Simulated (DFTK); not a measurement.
Runs of DFTK 0.8.2 on Ir. Symmetry: P6_3/mmc, No. 194, hexagonal system. Conventional cell: a = 2.751 Å, b = 2.751 Å, c = 4.462 Å, α = 90.00°, β = 90.00°, γ = 120.00°. Ir (site symmetry -6m2) has 12 Ir at 2.74 to 2.75 Å as nearest neighbours. This isn't the form of Ir at room conditions, which is fcc.

```tsv
potentials or basis	cutoff (eV)	valence electrons	gap on the mesh (eV)	pressure (GPa)
dojo.nc.sr.pbe.v0_4_1.standard.upf (PBE)	925	Ir 17	none	-2.0
dojo.nc.sr.pbe.v0_5.stringent.upf (PBE)	925	Ir 17	none	-2.0
SPMS 1.0 (PBE)	1225	Ir 17	none	-1.9
cp2k.nc.sr.pbe.v0_1.largecore.gth (PBE, GTH, large core)	1034	Ir 9	none	14.1
SG15 1.2 (PBE)	1225	Ir 17	none	-1.9
in-house norm-conserving set (PBE, scalar relativistic)	925	Ir 17	none	(a)
dojo.nc.sr.pbe.v0_5.standard.upf (PBE)	925	Ir 17	none	-2.0
```

Alike in all rows: task single point; level PBE; no spin polarisation; cell as given; k mesh 11 × 11 × 6; smearing fermi-dirac 0.05 eV.

Q: Fill in the values left out.

A: (a) -1.2.

Caveats: GTH potentials come without recommended cutoffs, and this one wasn't checked for convergence (some runs); this set keeps more shells in the core, which shifts pressures and gaps (some runs).

A k mesh can miss the band edges, and the runs leave out spin-orbit coupling on Ir.

A gap of «none» marks a metal or a gap under the smearing width.
